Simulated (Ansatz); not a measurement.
**SrCl₂: energy along a strain**

SrCl₂, Fm-3m, a = 6.971 Å (as given, not relaxed at this level: 1.1 GPa). The structure is a COD entry; whether it is the stable form wasn't checked. Ansatz: PBE, PAW, 420 eV, Γ-centred 6×6×6 mesh on 3 atoms, Gaussian smearing 0.05 eV; no spin polarisation. Cell vectors (Å): 0.000 3.486 3.486; 3.486 0.000 3.486; 3.486 3.486 0.000. The cell is strained by x per cent times the pattern (0 0 0 0 1 0) in the order xx yy zz yz xz xy (engineering shears), with fractional coordinates held. y is the free energy over the start, V0 = 28.230 Å³/atom. Symmetry makes y even in x. Points with a strain past 8.5 % were computed too (4) and aren't used here.

```tsv
x (%)	y (meV/atom)
-7.50	7.68
0.00	0.00
1.87	0.47
3.75	1.90
5.62	?
```

**Question.** Fit y = c2 x² + c4 x⁴ to the other rows, get the stiffness along the pattern, and predict the missing energy.

**Answer.** Least squares on the rows shown. y = 0.1346 x² + 3.430×10⁻⁵ x⁴. The clamped-ion stiffness p·C·p = 2 × 1.346 eV × 160.2 / 28.230 Å³ = 15.3 GPa, which is C55 in these axes (C44 of the cubic crystal) (second derivative at the start, which stands under stress). At x = 5.62 the fit asked for gives 4.29 meV/atom. The run gave 4.29 meV/atom, the same to the digits shown.